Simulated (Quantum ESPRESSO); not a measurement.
Runs of Quantum ESPRESSO 7.5 on GaP. The structure is cubic, space group F-43m (No. 216). The conventional cell has a = 5.451 Å, b = 5.451 Å, c = 5.451 Å, α = 90.00°, β = 90.00°, γ = 90.00°. Ga (site symmetry -43m) is surrounded by 4 P at 2.36 Å. P (site symmetry -43m) is surrounded by 4 Ga at 2.36 Å. 

| level | potentials or basis | form of the LDA correlation | pressure (GPa) |
| --- | --- | --- | --- |
| LDA | PseudoDojo 0.4.1 SR LDA standard | PW92 | -2.9 |
| AM05 | PseudoDojo 0.4.1 SR PBE standard | - | -0.1 |
| PBEsol | PseudoDojo 0.4.1 SR PBEsol standard | - | -0.5 |
| BLYP | PseudoDojo 0.4.1 SR PBE standard | - | (a) |
| WC | PseudoDojo 0.4.1 SR PBE standard | - | -0.1 |

Alike in all rows: task dielectric tensor; no spin polarisation; cell as given; k mesh 6 × 6 × 6, shifted; cutoff (eV) 1088; smearing fermi-dirac 0.05 eV.

Problem. Estimate the missing entries.

Solution. (a) 6.1.

Caveats: the potentials were made for another functional, which shifts forces and pressure (some runs); the cell is more than 3 GPa from zero pressure, which shifts response properties (some runs).

Runs at the PBE level aren't shown here.
